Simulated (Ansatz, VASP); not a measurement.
**Two plane-wave programs on BaZrO3 (BaZrO3, measured cell)**

```
Ba Zr O
1.0
     4.19134    0.00000    0.00000
     0.00000    4.19134    0.00000
     0.00000    0.00000    4.19134
Ba Zr O
1 1 3
Direct
  0.00000 0.00000 0.00000
  0.50000 0.50000 0.50000
  0.00000 0.50000 0.50000
  0.50000 0.00000 0.50000
  0.50000 0.50000 0.00000
```

Alike in both runs: task relaxation of cell and atoms; functional PBE; k mesh 8 × 8 × 8; no spin polarisation.

```csv
,VASP,Ansatz
version,VASP 6.6.1,Ansatz 0.2.0
potentials or method,"VASP PAW PBE potentials, release 64 (Ba_sv, Zr_sv, O)","scalar-relativistic, plane waves, PAW"
plane-wave cutoff (eV),600,560
occupations,"gaussian, width 0.01 eV",fixed
valence electrons in the cell,40,40
```

Ansatz gave:

* gap on the k mesh at the Fermi level, each at its own relaxed structure (eV): 3.18
* relaxed volume (Å³/atom): 15.11
* relaxed cell length with the largest relative difference (Å): 4.227
* energy change over the relaxation (meV/atom): -5

Q: Estimate VASP's values.

A: gap on the k mesh at the Fermi level, each at its own relaxed structure (eV): 3.12; relaxed volume (Å³/atom): 15.19; relaxed cell length with the largest relative difference (Å): 4.235; energy change over the relaxation (meV/atom): -7.

Caveats: spin-orbit coupling is left out, which moves the levels of the heavy elements. PBE usually gives volumes a little too large and moduli too small. Zero-point motion and thermal expansion aren't in these numbers.
